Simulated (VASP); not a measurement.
BiTe:

```
Bi Te
1.0
     0.00000    3.23500    3.23500
     3.23500    0.00000    3.23500
     3.23500    3.23500    0.00000
Bi Te
1 1
Cartesian
  0.0000 0.0000 0.0000
  3.2350 3.2350 3.2350
```

Base run:

- Program: VASP 6.6.1
- Functional: PBE
- Potentials or basis: VASP PAW PBE potentials, release 64 (Bi_d, Te)
- Cutoff: 520 eV
- k mesh: 5 × 5 × 5
- Occupations: fermi-dirac, width 0.04 eV
- Spin: no spin polarisation

Its results: band gap on the k mesh none (metal or under the smearing width); pressure 0.6 GPa.

The run is repeated on the same cell with these changes: k mesh from 5 × 5 × 5 to 3 × 3 × 3. What comes out?

Band gap on the k mesh none (metal or under the smearing width); pressure 1.2 GPa.

Caveats: some runs use coarse meshes; spin-orbit coupling is left out, which moves the levels of the heavy elements.
